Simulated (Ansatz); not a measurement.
Zincblende BP (r2SCAN geometry), in Ansatz:

Space group F-43m (No. 216). a = 4.537 Å, b = 4.537 Å, c = 4.537 Å, α = 90.00°, β = 90.00°, γ = 90.00°
```json
{"atom": "B", "site": "4a", "symmetry": "-43m", "x": "0.0000", "y": "0.0000", "z": "0.0000"}
{"atom": "P", "site": "4d", "symmetry": "-43m", "x": "0.2500", "y": "0.2500", "z": "0.7500"}
```

G0W0@PBE with 87 empty bands, a screening cutoff of 140 eV and a 6×6×6 mesh (PAW, contour deformation) gives 1.972 eV over the mesh points, from a PBE gap of 1.331 eV; it sums over 91 bands with 89 plane waves in the screening and a wave cutoff of 420 eV. No extrapolation in bands, cutoff or mesh was made for G0W0. Calculated for a static, non-magnetic cell.

Q: Estimate the gap with starting point LDA.

A: 1.947 eV (-0.025 eV), from a Kohn-Sham gap of 1.296 eV.

Q: Estimate the gap with empty bands 37, screening cutoff 80 eV.

A: 1.828 eV (-0.144 eV), from a Kohn-Sham gap of 1.331 eV.

Q: Estimate the gap with empty bands 161, screening cutoff 210 eV.

A: 2.032 eV (+0.060 eV), from a Kohn-Sham gap of 1.331 eV.
